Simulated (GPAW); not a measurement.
# SnSe (Fm-3m) in GPAW: Wannier functions with r2SCAN

Aim: the Wannier functions of SnSe with r2SCAN.

Everything below comes from runs of GPAW 26.7.0. Logs are shortened: lines on timing, memory, paths and dates and some standing lists are left out, and cuts for length are marked. The log counts tension as positive stress, the text compression.

## 1. Starting point

It takes space group Fm-3m (No. 225, cubic). Conventional cell: a = 6.020 Å, b = 6.020 Å, c = 6.020 Å, α = 90.00°, β = 90.00°, γ = 90.00°. Sn (site symmetry m-3m) has 6 Se at 3.01 Å as nearest neighbours. Se (site symmetry m-3m) has 6 Sn at 3.01 Å as nearest neighbours.

Measurements of this composition are mostly on another form, of space group No. 62.

## 2. Wannier functions, r2SCAN

File run.py:

```python
import json
import numpy as np
from ase.dft.bandgap import bandgap
from ase.dft.wannier import Wannier
from ase.io import read, write
from ase.units import GPa
from gpaw import GPAW, PW

atoms = read('POSCAR')

calc = GPAW(mode=PW(780),
            xc='MGGA_X_R2SCAN+MGGA_C_R2SCAN',
            kpts={'size': (3, 3, 3), 'gamma': True},
            occupations={'name': 'fermi-dirac', 'width': 0.005},
            nbands=19,
            convergence={'density': 1e-05, 'energy': 1e-05},
            maxiter=75,
            txt='gpaw.txt')
atoms.calc = calc
energy = atoms.get_potential_energy()
forces = atoms.get_forces()
stress = atoms.get_stress()
calc.write('gs.gpw')
write('result.traj', atoms)
print(f'Energy: {energy:.6f} eV')
print('Forces (eV/A):')
print(forces.round(4))
print('Stress (GPa):', (stress / GPa).round(3))
print('Fermi level:', round(calc.get_fermi_level(), 4), 'eV')
print(f'Gap: {bandgap(calc)[0]:.4f} eV, direct: {bandgap(calc, direct=True)[0]:.4f} eV')

nocc = int(round(calc.get_number_of_electrons() / 2))
full = calc.fixed_density(kpts={'size': (3, 3, 3), 'gamma': True}, symmetry='off', nbands=nocc + 6,
                          convergence={'bands': nocc}, txt='full.txt')
wan, values = None, []
for seed in range(6):  # several starts, since the search can end in a local maximum
    trial = Wannier(nwannier=nocc, calc=full, nbands=nocc, functional='std',
                    initialwannier='random' if seed == 0 else 'random', rng=np.random.RandomState(seed))
    trial.localize(tolerance=1e-6)
    values.append(trial.get_functional_value())
    print(f'start {seed}: functional {values[-1]:.5f}', flush=True)
    if values[-1] == max(values):
        wan = trial
wan.localize(step=0.1, tolerance=1e-8)
wan.translate_all_to_cell((0, 0, 0))
centres, spreads = wan.get_centers(), wan.get_spreads()
for x, s in zip(centres, spreads):
    d = np.linalg.norm(atoms.repeat(3).positions - atoms.cell.sum(0) - x, axis=1)
    print(x.round(4), f'spread {s:.4f} A^2, nearest {atoms[d.argmin() % len(atoms)].symbol} at {d.min():.3f} A')
onsite = wan.get_hopping((0, 0, 0)).diagonal().real
print('On-site energies:', onsite.round(4))
json.dump({'centres': centres.tolist(), 'spreads': spreads.tolist(), 'onsite': onsite.tolist(), 'values': values},
          open('wannier.json', 'w'))
```

File POSCAR:

```
SnSe
1.0
    0.0000000000      3.0100000000      3.0100000000
    3.0100000000      0.0000000000      3.0100000000
    3.0100000000      3.0100000000      0.0000000000
Sn Se
1 1
Direct
    0.0000000000      0.0000000000      0.0000000000
    0.5000000000      0.5000000000      0.5000000000
```

Potentials or basis: GPAW PAW data sets (gpaw-data 1.2.1), pw.

Launch:

```console
$ OMP_NUM_THREADS=1 python run.py
```

gpaw.txt:

```text
__  _  _
 | _ |_)|_||  |
 |__||  | ||/\| - 26.7.0

Input parameters:
  mode=PW(ecut=780.0),
  convergence={'density': 1e-05, 'energy': 1e-05},
  kpts=MonkhorstPack(size=(3, 3, 3), gamma=True),
  maxiter=75,
  nbands=19,
  occupations=Occupations(name='fermi-dirac', width=0.005),
  xc=XC(name='MGGA_X_R2SCAN+MGGA_C_R2SCAN')

Diagonalizing LCAO Hamiltonian
Converting LCAO to pw mode

                Se

       Sn

Atoms  # Å, Bohr magnetons
|   | symbol |        x |        y |        z |    initial magnetic moments |
|---|--------|----------|----------|----------|-----------------------------|
| 0 |     Sn | 0.000000 | 0.000000 | 0.000000 | ( 0.0000,  0.0000,  0.0000) |
| 1 |     Se | 3.010000 | 3.010000 | 3.010000 | ( 0.0000,  0.0000,  0.0000) |

Unit cell  # Å
| periodic |        x |        y |        z |  lengths |    angles |
|----------|----------|----------|----------|----------|-----------|
|      yes | 0.000000 | 3.010000 | 3.010000 | 4.256783 | 60.000000 |
|      yes | 3.010000 | 0.000000 | 3.010000 | 4.256783 | 60.000000 |
|      yes | 3.010000 | 3.010000 | 0.000000 | 4.256783 | 60.000000 |

Number of symmetries: 48
Symmetry operations  # r_c * U_cc + t_c -> r_c
|    | kind |            matrix            |
|----|------|------------------------------|
|  0 |  σ   |  1, 0, 0,  1, 0,-1,  1,-1, 0 |
|  1 |  C2  |  1, 0, 0,  1,-1, 0,  1, 0,-1 |
|  2 |  E   |  1, 0, 0,  0, 1, 0,  0, 0, 1 |
|  3 |  σ   |  1, 0, 0,  0, 0, 1,  0, 1, 0 |
|  4 |  C4  |  1, 0,-1,  1, 0, 0,  1,-1, 0 |
|  5 |  S6  |  1, 0,-1,  1,-1, 0,  1, 0, 0 |
|  6 |  σ   |  1, 0,-1,  0, 1,-1,  0, 0,-1 |
|  7 |  C3  |  1, 0,-1,  0, 0,-1,  0, 1,-1 |
|  8 |  S6  |  1,-1, 0,  1, 0, 0,  1, 0,-1 |
|  9 |  C4  |  1,-1, 0,  1, 0,-1,  1, 0, 0 |
| 10 |  C3  |  1,-1, 0,  0,-1, 1,  0,-1, 0 |
| 11 |  σ   |  1,-1, 0,  0,-1, 0,  0,-1, 1 |
| 12 |  σ   |  0, 1, 0,  1, 0, 0,  0, 0, 1 |
| 13 |  C4  |  0, 1, 0,  0, 1,-1, -1, 1, 0 |
| 14 |  C3  |  0, 1, 0,  0, 0, 1,  1, 0, 0 |
| 15 |  S6  |  0, 1, 0, -1, 1, 0,  0, 1,-1 |
| 16 |  C2  |  0, 1,-1,  1, 0,-1,  0, 0,-1 |
| 17 |  σ   |  0, 1,-1,  0, 1, 0, -1, 1, 0 |
| 18 |  S4  |  0, 1,-1,  0, 0,-1,  1, 0,-1 |
| 19 |  C4  |  0, 1,-1, -1, 1, 0,  0, 1, 0 |
| 20 |  C3  |  0, 0, 1,  1, 0, 0,  0, 1, 0 |
| 21 |  σ   |  0, 0, 1,  0, 1, 0,  1, 0, 0 |
| 22 |  S6  |  0, 0, 1,  0,-1, 1, -1, 0, 1 |
| 23 |  C4  |  0, 0, 1, -1, 0, 1,  0,-1, 1 |
| 24 |  S4  |  0, 0,-1,  1, 0,-1,  0, 1,-1 |
| 25 |  C3  |  0, 0,-1,  0, 1,-1,  1, 0,-1 |
| 26 |  C2  |  0, 0,-1,  0,-1, 0, -1, 0, 0 |
| 27 |  S6  |  0, 0,-1, -1, 0, 0,  0,-1, 0 |
| 28 |  S4  |  0,-1, 1,  1,-1, 0,  0,-1, 0 |
| 29 |  C4  |  0,-1, 1,  0, 0, 1, -1, 0, 1 |
| 30 |  C2  |  0,-1, 1,  0,-1, 0,  1,-1, 0 |
| 31 |  σ   |  0,-1, 1, -1, 0, 1,  0, 0, 1 |
| 32 |  C3  |  0,-1, 0,  1,-1, 0,  0,-1, 1 |
| 33 |  S6  |  0,-1, 0,  0, 0,-1, -1, 0, 0 |
| 34 |  S4  |  0,-1, 0,  0,-1, 1,  1,-1, 0 |
| 35 |  C2  |  0,-1, 0, -1, 0, 0,  0, 0,-1 |
| 36 |  C2  | -1, 1, 0,  0, 1, 0,  0, 1,-1 |
| 37 |  S6  | -1, 1, 0,  0, 1,-1,  0, 1, 0 |
| 38 |  S4  | -1, 1, 0, -1, 0, 1, -1, 0, 0 |
| 39 |  C3  | -1, 1, 0, -1, 0, 0, -1, 0, 1 |
| 40 |  S6  | -1, 0, 1,  0, 0, 1,  0,-1, 1 |
| 41 |  C2  | -1, 0, 1,  0,-1, 1,  0, 0, 1 |
| 42 |  C3  | -1, 0, 1, -1, 1, 0, -1, 0, 0 |
| 43 |  S4  | -1, 0, 1, -1, 0, 0, -1, 1, 0 |
| 44 |  C2  | -1, 0, 0,  0, 0,-1,  0,-1, 0 |
| 45 |  i   | -1, 0, 0,  0,-1, 0,  0, 0,-1 |
| 46 |  σ   | -1, 0, 0, -1, 1, 0, -1, 0, 1 |
| 47 |  C2  | -1, 0, 0, -1, 0, 1, -1, 1, 0 |

BZ-sampling:
  Number of BZ points: 27
  Number of IBZ points: 4

  Monkhorst-Pack size: [3, 3, 3]
  Monkhorst-Pack shift: [0, 0, 0]

K-points  # in reciprocal-cell coordinates
|   |                                coordinates |     weight |
|---|--------------------------------------------|------------|
| 0 | (  0.00000000,   0.00000000,   0.00000000) | 0.03703704 |
| 1 | (  0.33333333,   0.33333333,  -0.33333333) | 0.44444444 |
| 2 | (  0.33333333,   0.33333333,   0.00000000) | 0.22222222 |
| 3 | (  0.33333333,   0.33333333,   0.33333333) | 0.29629630 |

Plane wave coefficients: 2733
Cutoff: 780.0 eV

Spin-components: 1 (collinear spins)
Bands:           19
Projectors:      11
Spin-degeneracy: 2
Datatype:        complex128

Parallelization:
  kpt:    1
  domain: 1
  band:   1

Density:
  Valence electrons: 20.0
  Components: 1
  Grid points: [28 28 28]
  Charge: 0.0  # |e|

Potential:
  Grid points: [28 28 28]

species:
  Sn:
    name:    Tin
    Z:       50.0
    valence: 14
    core:    36
    charge:  0.0  # [|e|]
    compensation charges:
      type: gauss
      rc: 0.38  # [Å]
      lmax: 2
    cutoffs:
      filter: 2.23  # [Å]
      core: 2.35  # [Å]
    projectors
    | kind |    occ | energy [eV] | rcut [Å] |
    |------|--------|-------------|----------|
    |   5s |  2.000 |     -10.538 |    1.201 |
    |   5p |  2.000 |      -3.696 |    1.270 |
    |   4d | 10.000 |     -25.845 |    1.185 |
    |    s |        |      16.674 |    1.201 |
    |    p |        |      23.515 |    1.270 |
    |    d |        |       1.367 |    1.185 |

    Using partial waves for Sn as LCAO basis

  Se:
    name:    Selenium
    Z:       34.0
    valence: 6
    core:    28
    charge:  0.0  # [|e|]
    compensation charges:
      type: gauss
      rc: 0.27  # [Å]
      lmax: 2
    cutoffs:
      filter: 1.77  # [Å]
      core: 2.67  # [Å]
    projectors
    | kind |    occ | energy [eV] | rcut [Å] |
    |------|--------|-------------|----------|
    |   4s |  2.000 |     -17.277 |    0.847 |
    |   4p |  4.000 |      -6.512 |    1.005 |
    |    s |        |       9.935 |    0.847 |
    |    p |        |      20.699 |    1.005 |
    |    d |        |       0.000 |    0.847 |

    Using partial waves for Se as LCAO basis

Reference energy: -234114.225438  # eV

eigensolver:
  PPCG
  Converge bands: occupied
  niter=2

density mixing:
  MSR1-Mixer
  Pratt-step length: 0.05
  Maximum mixing coefficient: 0.75
  Old densities: 10
  SVD Regularization: 0.005
  Good broyden scale: 1.0
  Trust region scale: 1.0
  Backstep threshold: 4.0
  History deletion threshold: 6.0
  Fourier metric: weight=20.0, sigma=0.015

occupation numbers:
  Fermi-Dirac:
    width: 0.0050  # eV

poisson solver:
  ecut: 6240.0  # eV

xc functional:
  name: MGGA_X_R2SCAN+MGGA_C_R2SCAN with 2 nearest neighbor stencil

convergence criteria:
- Maximum integral of absolute [dens]ity change: 1e-05 electrons / valence electron
- Maximum [total energy] change in last 3 cyles: 1e-05 eV / valence electron
- Maximum integral of absolute [eigenst]ate change: 4e-08 eV^2 / valence electron
maximum number of iterations: 75

SCF iterations
|iter     | |      energy | eigst |  dens |
|---------|-|-------------|-------|-------|
|iter:   1| |  -35.287799 | -0.16 |       |
|iter:   2| |  -32.468618 | -1.13 | -1.35 |
|iter:   3| |-38681420.501923 | +7.02 | -1.33 |
|iter:   4| |   -6.979973 | +1.72 | +2.76 |
|iter:   5| |  -32.465143 | +0.81 | -0.56 |
|iter:   6| |  -32.383689 | -1.13 | -1.41 |
|iter:   7| |  -32.385735 | -2.91 | -1.96 |
|iter:   8| |  -32.379464 | -3.06 | -2.06 |
|iter:   9| |  -32.379416 | -4.38 | -2.57 |
|iter:  10| |  -32.378928 | -5.25 | -2.66 |
|iter:  11| |  -32.378836 | -5.98 | -2.98 |
|iter:  12| |  -32.378814c| -6.57 | -3.26 |
|iter:  13| |  -32.378804c| -6.55 | -3.53 |
|iter:  14| |  -32.378805c| -8.19c| -4.51 |
|iter:  15| |  -32.378805c| -8.30c| -5.03c|

Converged in 15 steps
Energy contributions relative to reference atoms: (reference = -234114.225438)

Energy contributions:
  Kinetic:          13.198131
  Coulomb:         -13.479504
  Zero:             -0.228474
  External:          0.000000
  Xc:              -31.868958
  Entropy:          -0.000000
  Spinorbit:         0.000000
  ----------------------------
  Free energy:     -32.378805
  Extrapolated:    -32.378805

dipole moment: (-20.269757, -20.269757, -20.269757)  # |e|*Ang

Fermi level: 7.391
Eigenvalues  # (at kpt = [0.000, 0.000, 0.000])
| band index |      eig [eV] | occ [0-2] |
|------------|---------------|-----------|
|          0 |       -16.456 |     2.000 |
|        ... |               |           |
|          2 |       -16.447 |     2.000 |
|          3 |       -16.447 |     2.000 |
|          4 |       -16.447 |     2.000 |
|          5 |        -8.590 |     2.000 |
|          6 |         0.907 |     2.000 |
|          7 |         3.497 |     2.000 |
[... 9 lines left out ...]
|         17 |        14.476 |     0.000 |
|         18 |        14.741 |     0.000 |

Gap: 2.106 eV
Transition (v -> c):
  (s=0, k=3, n=9, [0.33, 0.33, 0.33]) -> (s=0, k=3, n=10, [0.33, 0.33, 0.33])
No difference between direct/indirect transitions

Forces  # eV/Ang
|        x |        y |        z |
|----------|----------|----------|
|  0.00000 | -0.00000 | -0.00000 |  # Sn   0
| -0.00000 | -0.00000 | -0.00000 |  # Se   1

Stress tensor  # eV/Ang^3
|        x |        y |        z |
|----------|----------|----------|
| 0.009490 | 0.000000 | 0.000000 |
| 0.000000 | 0.009490 | 0.000000 |
| 0.000000 | 0.000000 | 0.009490 |

# Writing to gs.gpw (mode='')
```

full.txt:

```text
Diagonalizing LCAO Hamiltonian
Converting LCAO to pw mode
convergence criteria:
- Maximum integral of absolute [eigenst]ate change: 4e-08 eV^2 / valence electron
maximum number of iterations: 75

SCF iterations
|iter     | |      energy | eigst |  dens |
|---------|-|-------------|-------|-------|
|iter:   1| |             | +0.00 |       |
|iter:   2| |             | -2.21 |       |
|iter:   3| |             | -3.77 |       |
|iter:   4| |             | -5.21 |       |
|iter:   5| |             | -6.50 |       |
|iter:   6| |             | -7.62c|       |
SCF steps: 6
  __  _  _
 | _ |_)|_||  |
 |__||  | ||/\| - 26.7.0

Input parameters:
  mode=PW(ecut=780.0),
  convergence={'bands': 10},
  gpts=array([28, 28, 28]),
  kpts=MonkhorstPack(size=(3, 3, 3), gamma=True),
  maxiter=75,
  nbands=16,
  occupations=Occupations(name='fermi-dirac', width=0.005),
  symmetry=Symmetry(point_group=False, time_reversal=False),
  xc=XC(name='MGGA_X_R2SCAN+MGGA_C_R2SCAN')
```

It took 1.7 min on 1 thread of Arm Neoverse V2, shared host; peak memory 0.35 GiB.

These settings aren't checked as converged: the numbers below hold their error.

Results:

```yaml
Free_energy: -32.3788 eV
Pressure: -1.5 GPa
Total_Wannier_spread: 11.27 Å² over 10 functions
```

Caveat: the k mesh is coarse (spacing up to 0.60 Å⁻¹), so the values aren't converged; this odd mesh misses L, where the gap lies, so gap, dielectric constants and Born charges aren't listed; the PAW data sets were made with another functional, which shifts forces and pressure a little.
